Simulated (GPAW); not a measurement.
Runs of GPAW 26.7.0 on BN. The structure is cubic, space group F-43m (No. 216). Conventional cell: a = 3.626 Å, b = 3.626 Å, c = 3.626 Å, α = 90.00°, β = 90.00°, γ = 90.00°. N (site symmetry -43m) is surrounded by 4 B at 1.57 Å. B (site symmetry -43m) is surrounded by 4 N at 1.57 Å. The cell is a database's computed one.

```csv
task,level,potentials or basis,cell,k mesh,cutoff (eV),smearing,maxiter,optimizer,fmax,max steps,convergence,gap on the mesh (eV),pressure (GPa),V0 of scaled cells (Å³/atom),relaxed volume (Å³/atom),B0 (GPa)
relaxation of cell and atoms,PBEsol+D4,"PAW data sets generated in the run's folder for this functional, pw",relaxed,13 × 13 × 13,800,fermi-dirac 0.05 eV,150,BFGS,0.02 eV/Å,60,density=1e-05 forces=0.0001,4.39,0.2,-,5.79,-
equation of state,PBEsol,"PAW data sets generated in the run's folder for this functional, pw",as given,13 × 13 × 13,800,fermi-dirac 0.05 eV,150,-,-,-,-,-,-,5.86,-,386
relaxation of cell and atoms,PBEsol+D3,"PAW data sets generated in the run's folder for this functional, pw",relaxed,13 × 13 × 13,800,fermi-dirac 0.05 eV,150,BFGS,0.02 eV/Å,60,density=1e-05 forces=0.0001,4.38,0.1,-,(b),-
single point,PBEsol,"PAW data sets generated in the run's folder for this functional, pw",as given,13 × 13 × 13,800,fermi-dirac 0.05 eV,150,-,-,-,-,4.35,-7.5,-,-,-
relaxation of cell and atoms,PBEsol+D3(BJ),"PAW data sets generated in the run's folder for this functional, pw",relaxed,13 × 13 × 13,800,fermi-dirac 0.05 eV,150,BFGS,0.02 eV/Å,60,density=1e-05 forces=0.0001,4.39,0.2,-,5.78,-
relaxation of cell and atoms,PBEsol+D3(BJ)+ATM,"PAW data sets generated in the run's folder for this functional, pw",relaxed,13 × 13 × 13,800,fermi-dirac 0.05 eV,150,BFGS,0.02 eV/Å,60,density=1e-05 forces=0.0001,4.39,0.2,-,5.79,-
equation of state,LDA,"the program's PAW data sets (release 1.2.1) made for this functional, pw",as given,13 × 13 × 13,800,fermi-dirac 0.05 eV,150,-,-,-,-,-,-,5.74,-,(a)
single point,PBEsol,"PAW data sets generated in the run's folder for this functional, pw","atoms moved at random, drawn with an rms of 0.05 Å",13 × 13 × 13,800,fermi-dirac 0.05 eV,150,-,-,-,-,3.72,-5.3,-,-,-
relaxation of cell and atoms,PBEsol,"PAW data sets generated in the run's folder for this functional, pw",relaxed,13 × 13 × 13,800,fermi-dirac 0.05 eV,150,BFGS,0.02 eV/Å,60,density=1e-05 forces=0.0001,4.38,0.1,-,(c),-
single point,LDA,"the program's PAW data sets (release 1.2.1) made for this functional, pw",as given,10 × 10 × 10,600,fermi-dirac 0.05 eV,120,-,-,-,default,4.33,-27.3,-,-,-
dielectric tensor,LDA,"the program's PAW data sets (release 1.2.1) made for this functional, pw",as given,10 × 10 × 10,600,fermi-dirac 0.001 eV,150,-,-,-,-,4.33,-,-,-,-
```

Alike in all rows: no spin polarisation.

Estimate the missing entries.

(a) 403; (b) 5.80; (c) 5.84.

Caveats: an odd mesh through Γ misses points on the zone boundary, where band edges often lie (some runs); later steps reuse the first step's grids (some runs); the cutoff is short for stress and forces, so pressures can be off by a GPa or more (some runs); so large a pressure means that the cell lies far from this level's equilibrium, or that cutoff or potentials fall short (some runs); the long-wavelength limit can be off by a per cent or two (some runs).
